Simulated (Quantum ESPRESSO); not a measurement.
# CdF2 under changes of volume

One of the cells (13.035 Å³/atom); the others are scaled copies at fixed shape and fractional positions:

```
CELL_PARAMETERS angstrom
0.00000 2.69400 2.69400
2.69400 0.00000 2.69400
2.69400 2.69400 0.00000
ATOMIC_POSITIONS crystal
Cd 0.00000 0.00000 0.00000
F 0.75000 0.75000 0.75000
F 0.25000 0.25000 0.25000
```

```yaml
Program: Quantum ESPRESSO 7.5
Functional: r2SCAN
Potentials_or_basis: SG15 PBE 1.2
Cutoff: 1197 eV
Density_cutoff: 4789 eV
k_mesh: 6 × 6 × 6
Occupations: fermi-dirac, width 0.05 eV
Spin: no spin polarisation
```

```csv
volume (Å³/atom),energy over the lowest point (meV/atom),pressure (GPa),gap on the mesh (eV)
12.253,?,?,?
12.513,4.69,4.0,3.83
12.774,0.34,1.3,3.75
13.035,0.00,-1.0,3.67
13.295,3.25,-3.1,3.60
13.556,9.69,-4.9,3.52
13.817,18.97,-6.6,3.45
```

What does the run at 12.253 Å³/atom give?

Energy over the lowest point 13.58 meV/atom; pressure 6.9 GPa; gap on the mesh 3.91 eV.

Worked out: A Birch-Murnaghan fit of order 3 (a polynomial in V^(-2/3)) to the other rows has its minimum at 12.93 Å³/atom with B0 = V·E''(V) = 114 GPa and B' = 4.8. It gives 13.54 meV/atom at 12.253 Å³/atom, against the run's 13.58, and -dE/dV = 6.9 GPa, against 6.9. A straight line through the other rows of the gap, of slope -3.83 eV per unit of ln V, extrapolates to 3.91 eV, against the run's 3.91.

Energies are extrapolated to zero smearing.

Caveats: the potentials were made for another functional, which shifts forces and pressure.

A mesh can miss the band edges. Spin-orbit coupling on Cd is left out.
